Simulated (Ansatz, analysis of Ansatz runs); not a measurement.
# A hop of Cl in La2NCl3 (Ibam), charge +1

Aim: the barrier of one jump in La2NCl3 (Ibam) at charge +1: V_Cl hop (3.0 Å). The model is a cell of 48 host atoms with 1 Cl taken out; Cl is the atom that moves.

Main program and level: Ansatz 0.2.0; plane-wave PAW DFT, PBEsol; nudged elastic band between two relaxed defect structures at fixed charge in a uniform background.

Most raw output is cut from this account.

## Step 1: Set-up

The cell holds 47 atoms: 16 La, 8 N and 23 Cl. Cell: a = 14.985 Å, b = 9.137 Å, c = 15.308 Å, α = 70.5°, β = 35.1°, γ = 74.4°. It derives from La2NCl3 (space group Ibam). Nearest the centre at fractional (0.250, 0.750, 0.750): Cl28 at 1.52 Å, La14 at 2.55 Å, La9 at 2.55 Å, Cl33 at 3.41 Å, Cl36 at 3.41 Å, N19 at 3.74 Å, N22 at 3.74 Å, N17 at 3.74 Å. The cell carries charge +1.

Coordinates:

```xyz
47
Lattice="0.0000 13.7005 6.0696 6.8292 0.0000 6.0696 6.8292 13.7005 0.0000" Properties=species:S:1:pos:R:3 pbc="T T T"
La    9.0252    8.1466    6.0696
La    5.6106   14.9969    3.0348
La    9.0252   21.8471    6.0696
La    5.6106   14.9969    9.1044
La    8.0479   12.4041    3.0348
La    4.6333    5.5539    6.0696
La    8.0479   12.4041    9.1044
La    4.6333   19.2544    6.0696
La   12.4398   12.4041    6.0696
La    2.1960    5.5539    3.0348
La    5.6106   12.4041    6.0696
La    9.0252   19.2544    9.1044
La    4.6333    8.1466    3.0348
La    8.0479   14.9969    6.0696
La   11.4625   21.8471    9.1044
La    1.2187   14.9969    6.0696
N     6.8292   13.7005    1.5174
N     3.4146    6.8502    4.5522
N     6.8292   13.7005    7.5870
N    10.2439   20.5507   10.6219
N     3.4146    6.8502    1.5174
N     6.8292   13.7005    4.5522
N    10.2439   20.5507    7.5870
N     6.8292   13.7005   10.6219
Cl    6.8292    6.8502    4.5522
Cl    6.8292   20.5507    4.5522
Cl    3.4146   13.7005    7.5870
Cl   10.2439   13.7005    4.5522
Cl    6.8292    6.8502    7.5870
Cl    3.4146   13.7005    4.5522
Cl    6.8292   20.5507    7.5870
Cl    4.7225    4.1674    3.0348
Cl    8.1372   11.0176    6.0696
Cl   11.5518   17.8679    9.1044
Cl    8.1372   24.7181    6.0696
Cl    5.5213    2.6829    6.0696
Cl    2.1067    9.5331    3.0348
Cl    5.5213   16.3834    6.0696
Cl    8.9359   23.2336    9.1044
Cl   11.5518    9.5331    6.0696
Cl    8.1372   16.3834    3.0348
Cl    4.7225    9.5331    6.0696
Cl    8.1372   16.3834    9.1044
Cl    5.5213   11.0176    3.0348
Cl    8.9359   17.8679    6.0696
Cl    5.5213   11.0176    9.1044
Cl    2.1067   17.8679    6.0696
```

The cell's shortest repeat is 9.1 Å.

## Step 2: Relaxation of the start point, charge +1

The ends come first: from an unrelaxed start the top is counted from too high an energy, and the barrier comes out too low. Small random displacements break the symmetry of the ideal sites, so that the defect can distort if it gains by it. The charge of +1 is set by the electron count, and a uniform background keeps the cell neutral.

The input, qp1.start/input.yaml:

```yaml
crystal:
  lattice:
    - [0.0, 13.70049667, 6.06962975]
    - [6.82924235, 0.0, 6.06962975]
    - [6.82924235, 13.70049667, 0.0]
  atoms:
    - { symbol: La, position: [0.13653491, 0.86346509, 0.45808628] }
    - { symbol: La, position: [0.38653491, 0.11346509, 0.70808628] }
    - { symbol: La, position: [0.63653491, 0.36346509, 0.95808628] }
    - { symbol: La, position: [0.88653491, 0.61346509, 0.20808628] }
    - { symbol: La, position: [0.11346509, 0.38653491, 0.79191372] }
    - { symbol: La, position: [0.36346509, 0.63653491, 0.04191372] }
    - { symbol: La, position: [0.61346509, 0.88653491, 0.29191372] }
    - { symbol: La, position: [0.86346509, 0.13653491, 0.54191372] }
    - { symbol: La, position: [0.04191372, 0.95808628, 0.86346509] }
    - { symbol: La, position: [0.29191372, 0.20808628, 0.11346509] }
    - { symbol: La, position: [0.54191372, 0.45808628, 0.36346509] }
    - { symbol: La, position: [0.79191372, 0.70808628, 0.61346509] }
    - { symbol: La, position: [0.20808628, 0.29191372, 0.38653491] }
    - { symbol: La, position: [0.45808628, 0.54191372, 0.63653491] }
    - { symbol: La, position: [0.70808628, 0.79191372, 0.88653491] }
    - { symbol: La, position: [0.95808628, 0.04191372, 0.13653491] }
    - { symbol: "N", position: [0.125, 0.125, 0.875] }
    - { symbol: "N", position: [0.375, 0.375, 0.125] }
    - { symbol: "N", position: [0.625, 0.625, 0.375] }
    - { symbol: "N", position: [0.875, 0.875, 0.625] }
    - { symbol: "N", position: [0.125, 0.125, 0.375] }
    - { symbol: "N", position: [0.375, 0.375, 0.625] }
    - { symbol: "N", position: [0.625, 0.625, 0.875] }
    - { symbol: "N", position: [0.875, 0.875, 0.125] }
    - { symbol: Cl, position: [0.125, 0.625, 0.375] }
    - { symbol: Cl, position: [0.625, 0.125, 0.875] }
    - { symbol: Cl, position: [0.875, 0.375, 0.125] }
    - { symbol: Cl, position: [0.125, 0.625, 0.875] }
    - { symbol: Cl, position: [0.375, 0.875, 0.125] }
    - { symbol: Cl, position: [0.625, 0.125, 0.375] }
    - { symbol: Cl, position: [0.875, 0.375, 0.625] }
    - { symbol: Cl, position: [0.05632994, 0.44367006, 0.2478482] }
    - { symbol: Cl, position: [0.30632994, 0.69367006, 0.4978482] }
    - { symbol: Cl, position: [0.55632994, 0.94367006, 0.7478482] }
    - { symbol: Cl, position: [0.80632994, 0.19367006, 0.9978482] }
    - { symbol: Cl, position: [0.19367006, 0.80632994, 0.0021518] }
    - { symbol: Cl, position: [0.44367006, 0.05632994, 0.2521518] }
    - { symbol: Cl, position: [0.69367006, 0.30632994, 0.5021518] }
    - { symbol: Cl, position: [0.94367006, 0.55632994, 0.7521518] }
    - { symbol: Cl, position: [0.0021518, 0.9978482, 0.69367006] }
    - { symbol: Cl, position: [0.2521518, 0.2478482, 0.94367006] }
    - { symbol: Cl, position: [0.5021518, 0.4978482, 0.19367006] }
    - { symbol: Cl, position: [0.7521518, 0.7478482, 0.44367006] }
    - { symbol: Cl, position: [0.2478482, 0.2521518, 0.55632994] }
    - { symbol: Cl, position: [0.4978482, 0.5021518, 0.80632994] }
    - { symbol: Cl, position: [0.7478482, 0.7521518, 0.05632994] }
    - { symbol: Cl, position: [0.9978482, 0.0021518, 0.30632994] }
total_charge: 1
basis:
  ecutwfc: 420
  xc_grid: 2
hamiltonian:
  xc: pbesol
kpoints:
  mp_grid: { grid: [1, 1, 1] }
scf:
  occupations: { method: fixed }
  max_iter: 60
output:
  forces: true
relax:
  f_tol: 0.015
  max_steps: 70
  random_displacement: { amplitude: 0.03, seed: 5137 }
```

Run with:

```sh
$ ansatz run input.yaml --threads 8 --pin off --max-ram 14131MiB --backend cpu --events-out ev --progress --plain --runs-dir out
```

Elapsed: 19 s, on 8 threads of Arm Neoverse V2, shared host; peak memory 1.4 GiB.

Relaxation path:

```csv
step,energy less that of the first step (eV),largest force component (eV/Å)
1,0.0000,1.1505
2,-0.4311,0.6816
3,-0.6074,0.0801
4,-0.6321,0.0406
5,-0.6340,0.0082
```

The atoms that moved most (Å, from the sites as typed, ahead of the random displacement, the mean shift of all atoms taken out):

| atom | dx | dy | dz | length |
| --- | --- | --- | --- | --- |
| Cl30 | 0.000 | 0.000 | -0.433 | 0.433 |
| Cl28 | 0.000 | 0.001 | 0.427 | 0.427 |
| La2 | 0.127 | 0.106 | -0.035 | 0.169 |
| La7 | -0.127 | -0.106 | -0.034 | 0.169 |
| La14 | -0.126 | 0.106 | 0.034 | 0.168 |
| La9 | 0.126 | -0.106 | 0.033 | 0.168 |
| Cl35 | 0.115 | 0.030 | -0.073 | 0.140 |
| Cl46 | -0.117 | 0.031 | 0.067 | 0.138 |

Neighbours of Cl28 at the end:

| atom | distance (Å) |
| --- | --- |
| La9 | 2.936 |
| La14 | 2.936 |
| La4 | 3.125 |
| La5 | 3.125 |
| N24 | 3.441 |
| N22 | 3.442 |
| Cl27 | 3.464 |
| Cl33 | 3.612 |
| Cl36 | 3.614 |

This step gave:

| Quantity | Value |
| --- | --- |
| free energy | -126119.3298 eV |
| largest move from the ideal geometry of this structure, a common shift of the far atoms taken out | 0.4536 Å |

The relaxation gained 0.634 eV and ended with a largest force component of 0.0082 eV/Å.

## Step 3: Relaxation of the end point, charge +1

The end point is relaxed in the same cell and settings, so that the two energies compare.

qp1.end/input.yaml, as its differences from qp1.start/input.yaml of step 2:

```diff
@@ -33,3 +33,3 @@
     - { symbol: Cl, position: [0.875, 0.375, 0.125] }
-    - { symbol: Cl, position: [0.125, 0.625, 0.875] }
+    - { symbol: Cl, position: [0.375, 0.875, 0.625] }
     - { symbol: Cl, position: [0.375, 0.875, 0.125] }
```

Elapsed: 19 s, on 8 threads; peak memory 1.4 GiB.

Step by step:

| step | energy less that of the first step (eV) | largest force component (eV/Å) |
| --- | --- | --- |
| 1 | 0.0000 | 0.9401 |
| 2 | -0.3851 | 0.8693 |
| 3 | -0.6149 | 0.1163 |
| 4 | -0.6345 | 0.0470 |
| 5 | -0.6364 | 0.0126 |

The atoms that moved most (Å, from the sites as typed, ahead of the random displacement, the mean shift of all atoms taken out):

| atom | dx | dy | dz | length |
| --- | --- | --- | --- | --- |
| Cl28 | 0.000 | -0.001 | -0.432 | 0.432 |
| Cl27 | 0.000 | -0.002 | 0.427 | 0.427 |
| La9 | 0.127 | -0.105 | -0.035 | 0.168 |
| La14 | -0.127 | 0.105 | -0.034 | 0.168 |
| La5 | -0.126 | -0.105 | 0.032 | 0.167 |
| La4 | 0.126 | 0.104 | 0.031 | 0.166 |
| Cl38 | -0.118 | -0.032 | 0.074 | 0.143 |
| Cl43 | 0.116 | -0.032 | -0.070 | 0.140 |

Neighbours of Cl28 at the end:

```csv
atom,distance (Å)
La9,2.935
La14,2.935
La2,3.127
La7,3.128
N19,3.442
N17,3.443
Cl30,3.465
Cl36,3.612
Cl33,3.616
```

Numbers from this step:

| Quantity | Value |
| --- | --- |
| free energy | -126119.3297 eV |
| largest move from the ideal geometry of this structure, a common shift of the far atoms taken out | 0.4604 Å |

The relaxation gained 0.636 eV and ended with a largest force component of 0.013 eV/Å. The end lies within 1 meV of the start.

## Step 4: Nudged elastic band, charge +1

5 movable images are laid between the ends on a pair-potential path, which keeps atoms from colliding in the first guess. Each image feels the true force across the path and a spring force along it. The highest image is set to climb to the top of the path.

This step: plane-wave PAW DFT, PBEsol; nudged elastic band between two relaxed defect structures at fixed charge in a uniform background.

The input, qp1.neb/input.yaml:

```yaml
crystal:
  lattice:
    - [0.0, 13.70049667, 6.06962975]
    - [6.82924235, 0.0, 6.06962975]
    - [6.82924235, 13.70049667, 0.0]
  atoms:
    - { symbol: La, position: [0.13799337, 0.86390244, 0.45607498] }
    - { symbol: La, position: [0.37875146, 0.11634266, 0.72382028] }
    - { symbol: La, position: [0.63606677, 0.36473697, 0.95790016] }
    - { symbol: La, position: [0.89395928, 0.61737827, 0.19818452] }
    - { symbol: La, position: [0.11761276, 0.39397149, 0.79061189] }
    - { symbol: La, position: [0.36385482, 0.63769709, 0.04246105] }
    - { symbol: La, position: [0.61648704, 0.87868521, 0.28131047] }
    - { symbol: La, position: [0.86466399, 0.13571777, 0.54174387] }
    - { symbol: La, position: [0.03204237, 0.97421734, 0.86581599] }
    - { symbol: La, position: [0.29274775, 0.20896908, 0.11367295] }
    - { symbol: La, position: [0.54112291, 0.44862033, 0.36706821] }
    - { symbol: La, position: [0.79340576, 0.70706631, 0.61289398] }
    - { symbol: La, position: [0.20711458, 0.29316177, 0.38695935] }
    - { symbol: La, position: [0.4743638, 0.53197517, 0.62815929] }
    - { symbol: La, position: [0.70895661, 0.79252047, 0.88498433] }
    - { symbol: La, position: [0.94875386, 0.04103295, 0.14342285] }
    - { symbol: "N", position: [0.12255137, 0.1281532, 0.87762681] }
    - { symbol: "N", position: [0.3748728, 0.37616949, 0.12536221] }
    - { symbol: "N", position: [0.62817158, 0.62249472, 0.37193586] }
    - { symbol: "N", position: [0.87635887, 0.8746581, 0.62387611] }
    - { symbol: "N", position: [0.12513824, 0.12588604, 0.37418152] }
    - { symbol: "N", position: [0.3774004, 0.3732936, 0.62686161] }
    - { symbol: "N", position: [0.62595007, 0.6250841, 0.87500129] }
    - { symbol: "N", position: [0.87343872, 0.87720281, 0.12276329] }
    - { symbol: Cl, position: [0.12569275, 0.62533549, 0.37476232] }
    - { symbol: Cl, position: [0.62569266, 0.12538792, 0.8747481] }
    - { symbol: Cl, position: [0.87526742, 0.37516699, 0.124866] }
    - { symbol: Cl, position: [0.16065731, 0.66054549, 0.83957771] }
    - { symbol: Cl, position: [0.3756568, 0.87577813, 0.12427697] }
    - { symbol: Cl, position: [0.58976184, 0.08970738, 0.41041643] }
    - { symbol: Cl, position: [0.87530379, 0.3753509, 0.62463678] }
    - { symbol: Cl, position: [0.05843846, 0.44755979, 0.24280339] }
    - { symbol: Cl, position: [0.31546578, 0.69115979, 0.49082255] }
    - { symbol: Cl, position: [0.55466941, 0.93976536, 0.75043542] }
    - { symbol: Cl, position: [0.79341988, 0.19531138, 1.01316239] }
    - { symbol: Cl, position: [0.19194664, 0.81605647, 0.00217552] }
    - { symbol: Cl, position: [0.43902092, 0.05371295, 0.25626562] }
    - { symbol: Cl, position: [0.69634082, 0.29417018, 0.49741579] }
    - { symbol: Cl, position: [0.94672106, 0.55738158, 0.75241277] }
    - { symbol: Cl, position: [0.00652236, 1.00136476, 0.68877017] }
    - { symbol: Cl, position: [0.24844742, 0.26333967, 0.94535249] }
    - { symbol: Cl, position: [0.50256451, 0.49380612, 0.19656348] }
    - { symbol: Cl, position: [0.75317536, 0.74082902, 0.44093587] }
    - { symbol: Cl, position: [0.24095422, 0.25315164, 0.56527561] }
    - { symbol: Cl, position: [0.50148037, 0.50639257, 0.80361625] }
    - { symbol: Cl, position: [0.76348848, 0.74834961, 0.04310399] }
    - { symbol: Cl, position: [0.99373897, 0.00226944, 0.30748246] }
total_charge: 1
basis:
  ecutwfc: 420
  xc_grid: 2
hamiltonian:
  xc: pbesol
kpoints:
  mp_grid: { grid: [1, 1, 1] }
scf:
  occupations: { method: fixed }
  max_iter: 60
output:
  forces: true
neb:
  images: 5
  f_tol: 0.03
  climbing: true
  initial_path: idpp
  max_iterations: 45
  order_check: false
  final_atoms:
    - { symbol: La, position: [0.13590766, 0.86172723, 0.45829082] }
    - { symbol: La, position: [0.38160175, 0.10489701, 0.71079308] }
    - { symbol: La, position: [0.63526771, 0.36373298, 0.95885986] }
    - { symbol: La, position: [0.88263846, 0.62010199, 0.21994999] }
    - { symbol: La, position: [0.12047756, 0.38247654, 0.77759169] }
    - { symbol: La, position: [0.36173943, 0.63533015, 0.04479752] }
    - { symbol: La, position: [0.60535003, 0.88155326, 0.30293922] }
    - { symbol: La, position: [0.86368656, 0.13464398, 0.54283527] }
    - { symbol: La, position: [0.02491432, 0.96705939, 0.87312636] }
    - { symbol: La, position: [0.2927175, 0.2061878, 0.11380956] }
    - { symbol: La, position: [0.55029811, 0.45765063, 0.35800247] }
    - { symbol: La, position: [0.79080942, 0.7068604, 0.61571868] }
    - { symbol: La, position: [0.20693869, 0.29025548, 0.38723375] }
    - { symbol: La, position: [0.46738864, 0.52471478, 0.63525929] }
    - { symbol: La, position: [0.70627358, 0.79224069, 0.88789735] }
    - { symbol: La, position: [0.95797428, 0.050092, 0.13441573] }
    - { symbol: "N", position: [0.12176987, 0.12558406, 0.87460816] }
    - { symbol: "N", position: [0.37456461, 0.37346379, 0.1265874] }
    - { symbol: "N", position: [0.62572147, 0.62167035, 0.37844626] }
    - { symbol: "N", position: [0.87382766, 0.87420543, 0.62587371] }
    - { symbol: "N", position: [0.12476716, 0.12324067, 0.37550732] }
    - { symbol: "N", position: [0.37668849, 0.37068198, 0.62372769] }
    - { symbol: "N", position: [0.62344011, 0.62461193, 0.87682123] }
    - { symbol: "N", position: [0.87104906, 0.87637973, 0.12935452] }
    - { symbol: Cl, position: [0.12416602, 0.62335763, 0.3767266] }
    - { symbol: Cl, position: [0.62459347, 0.1239496, 0.87617078] }
    - { symbol: Cl, position: [0.90905836, 0.40897178, 0.09115233] }
    - { symbol: Cl, position: [0.33834649, 0.83812425, 0.66195237] }
    - { symbol: Cl, position: [0.37393865, 0.87409014, 0.12596557] }
    - { symbol: Cl, position: [0.62380182, 0.12348069, 0.37669062] }
    - { symbol: Cl, position: [0.87396646, 0.37408498, 0.62585133] }
[... 8 lines left out ...]
    - { symbol: Cl, position: [-0.00142414, 0.99311304, 0.69699191] }
    - { symbol: Cl, position: [0.25851011, 0.24616342, 0.93583987] }
    - { symbol: Cl, position: [0.50546564, 0.49677498, 0.19363925] }
    - { symbol: Cl, position: [0.73564049, 0.75046105, 0.45817669] }
    - { symbol: Cl, position: [0.25112241, 0.23553271, 0.55580925] }
    - { symbol: Cl, position: [0.49308045, 0.49795853, 0.81207028] }
    - { symbol: Cl, position: [0.74660615, 0.75844064, 0.05974348] }
    - { symbol: Cl, position: [0.99676882, 0.00467114, 0.30486734] }
```

The job ended after 3.2 min (8 threads; peak memory 5.8 GiB).

The path, image by image:

| image | path (Å) | energy (eV) | Cl28: x, y, z (Å) |
| --- | --- | --- | --- |
| 0 | 0.000 | 0.0000 | 10.245, 13.704, 4.984 |
| 1 | 0.443 | 0.0369 | 10.246, 13.707, 5.248 |
| 2 | 0.886 | 0.1551 | 10.248, 13.710, 5.644 |
| 3 | 1.329 | 0.2197 | 10.247, 13.709, 6.064 |
| 4 | 1.769 | 0.1558 | 10.249, 13.711, 6.482 |
| 5 | 2.209 | 0.0381 | 10.246, 13.708, 6.876 |
| 6 | 2.650 | 0.0001 | 10.244, 13.705, 7.141 |

Read from the output:

- free energy: -126119.1101 eV
- barrier forward: 0.2197 eV
- barrier backward: 0.2196 eV
- end less start: 1.12e-4 eV
- hop length: 2.156 Å

Track of the atom that was set to move:

```
image  x (Å)  y (Å)  z (Å)  nearest neighbour  distance (Å)
    0  10.24   13.7  4.984                 La         2.936
    1  10.25  13.71  5.248                 La         2.922
    2  10.25  13.71  5.644                 La         2.868
    3  10.25  13.71  6.064                 La         2.846
    4  10.25  13.71  6.482                 La         2.868
    5  10.25  13.71  6.876                 La         2.921
    6  10.24  13.71  7.141                 La         2.935
```

The band met its tolerance of 0.03 eV/Å after 7 iterations, with image 3 on top (the start counts as 0). Cl28, which moves farthest between the ends, has 4 La at 2.94 to 3.12 Å nearest at the start and 2 La at 2.85 Å at the top.

[end of part 1 of 2]

[Logs are printed without paths, hosts, clocks, repeated set-up lines and the standing remarks that a program may print on its own settings, such as how far it seeks lower states.]

[Hosts, paths, dates, database ids (printed as entryN), source tags and the programs' standing remarks are cut or masked in the printed files.]
